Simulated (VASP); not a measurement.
Wanted: the native input for a VASP 6.6.1 run.

| Item | Value |
| --- | --- |
| Task | single point |
| Functional | PBE |
| Potentials or basis | VASP PAW PBE potentials, release 64 (La) |
| Cutoff | 520 eV |
| k mesh | 5 × 5 × 5 |
| Occupations | fermi-dirac, width 0.1 eV |
| Spin | no spin polarisation |
| Dipole correction | no |
| Further INCAR settings | ALGO = Fast; EDIFF = 1e-07; NBANDS = 12 |

The structure of La lies in POSCAR:

```
La
1.0
   -2.3648300000      2.3648300000      2.3648300000
    2.3648300000     -2.3648300000      2.3648300000
    2.3648300000      2.3648300000     -2.3648300000
La
1
Direct
    0.0000000000      0.0000000000      0.0000000000
```

The cell was built by a generator and needn't be a form met in nature.

One way to write it, as run:

INCAR

```
SYSTEM = La
  ALGO = Fast
  EDIFF = 1E-7
  ENCUT = 520
  GGA = PE
  ISIF = 2
  ISMEAR = -1
  LASPH = .True.
  LCHARG = .False.
  LREAL = .False.
  LWAVE = .False.
  NBANDS = 12
  NELM = 80
  PREC = Accurate
  SIGMA = 0.1
```

KPOINTS

```
k-points
0
Gamma
  5 5 5
  0 0 0
```

Potentials or basis: VASP PAW PBE potentials, release 64 (La).

Command:

```console
$ cat potpaw_PBE.64/La/POTCAR > POTCAR
$ mpirun -np 1 vasp_std > vasp.out
```

Results of the run:

| Property | Result |
| --- | --- |
| Pressure | -5.0 GPa |
| Band gap on the k mesh | none (metal or under the smearing width) |

Caveat: the k mesh is coarse (spacing up to 0.38 Å⁻¹), so the values aren't converged.

It took 28 s on 1 thread of Intel(R) Xeon(R) Platinum 8375C CPU @ 2.90GHz (Ice Lake), with other jobs on the host, peak memory 0.17 GiB.
